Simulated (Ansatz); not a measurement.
The calculation used Ansatz 0.2.0, DFT PBE, scalar-relativistic, plane waves, PAW. Settings: cutoff 420 eV, Γ-centred meshes spaced at most about 0.3 Å⁻¹, and about 0.25 Å⁻¹ or finer for metals (2π included), Gaussian smearing. No spin polarisation.

These are static total energies at zero pressure.

Question: Which of these relaxed structures of La₅O is the lowest in energy?
A. Space group I4/mmm (No. 139), tetragonal, a = 6.568 Å, c = 11.092 Å. La on a site of symmetry -4m2 has 4 La at 3.36 Å, 4 La at 4.30 Å and 4 O at 4.30 Å; La on a site of symmetry 4mm is surrounded by 1 O at 2.06 Å, 5 La at 3.36–3.48 Å and 1 La at 4.13 Å; around La on a site of symmetry 4/mmm lie 2 La at 3.48 Å and 8 La at 4.30 Å; O is surrounded by 2 La at 2.06 Å.
B. Space group F-43m (No. 216), cubic, a = 9.237 Å. La on a site of symmetry 3m is surrounded by 6 La at 3.20–3.33 Å, 3 La at 3.82 Å and 3 O at 3.84 Å; around La on a site of symmetry -43m lie 12 La at 3.82 Å and 4 O at 4.00 Å; O has 16 La at 3.84–4.00 Å (long against the sum of covalent radii).

Answer: A. The other, B, lies 0.66 eV/atom higher. Counting La atoms around O (those within 1.25 times the shortest such distance or 1.15 times the sum of covalent radii, 1.27 where that leaves under three; the shortest distance is added where it exceeds 1.18 times the sum of covalent radii): A has O 2; B has O 16 from 3.8 Å. Both come from invented guesses. The lowest form computed isn't among them: it has space group P-62m (No. 189), 30.7 Å³/atom and lies 240 meV/atom below the best shown.

A magnetic state wasn't ruled out in cells without spin, among them I4/mmm, F-43m. Cells relaxed within their symmetry can be saddle points. Some types were kept out of the candidates beforehand, so the set may lack a known form.
